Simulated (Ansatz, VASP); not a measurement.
# Two plane-wave programs on Bi2Te3 (Tellurobismuthite)

```
Bi Te
1.0
     2.17828    1.25763   10.09744
    -2.17828    1.25763   10.09744
     0.00000   -2.51526   10.09744
Bi Te
2 3
Cartesian
  0.0000 0.0000 18.1754
  0.0000 0.0000 12.1169
  0.0000 0.0000 23.9461
  0.0000 0.0000 6.3462
  0.0000 0.0000 0.0000
```

Change from the starting cell: volume scaled by 0.98.

Alike in both runs: task single point; functional PBEsol; k mesh 7 × 7 × 7; occupations fermi-dirac, width 0.05 eV; no spin polarisation.

|  | VASP | Ansatz |
| --- | --- | --- |
| version | VASP 6.6.1 | Ansatz 0.2.0 |
| potentials or method | VASP PAW PBE potentials, release 64 (Bi_d, Te) | Ansatz PAW |
| plane-wave cutoff (eV) | 520 | 420 |
| valence electrons in the cell | 48 | 78 |

|  | VASP | Ansatz | Ansatz less VASP |
| --- | --- | --- | --- |
| gap on the k mesh at the Fermi level (eV) | 0.21 | 0.23 | +0.011 |
| least direct gap on the mesh (eV) | 0.21 | 0.23 | +0.011 |
| pressure (GPa) | 0.5 | 0.5 | -0.02 |
| largest component of the traceless stress (GPa) | 0.15 | 0.16 | +0.002 |
| rms of the force components (eV/Å) | 0.013 | 0.005 | -0.0078 |

Atom by atom the forces differ by 0.008 eV/Å (rms over components). With one functional, cell and mesh, what is left measures potentials, basis and numerics. The two sets of potentials don't hold the same shells in valence.

Caveats: spin-orbit coupling is left out, which as a rule narrows the gap of such compounds by several tenths of an eV; the PAW data sets were made with another functional, which shifts forces and pressure a little (VASP); an odd mesh through Γ misses points on the zone boundary, where band edges often lie (VASP); odd divisions of the mesh miss points on the zone boundary, where band edges often lie, so the gap on the mesh can be too wide (Ansatz); the PAW data sets come from PBE, with cores solved anew for the run's functional, which leaves a small shift of forces and pressure (Ansatz).
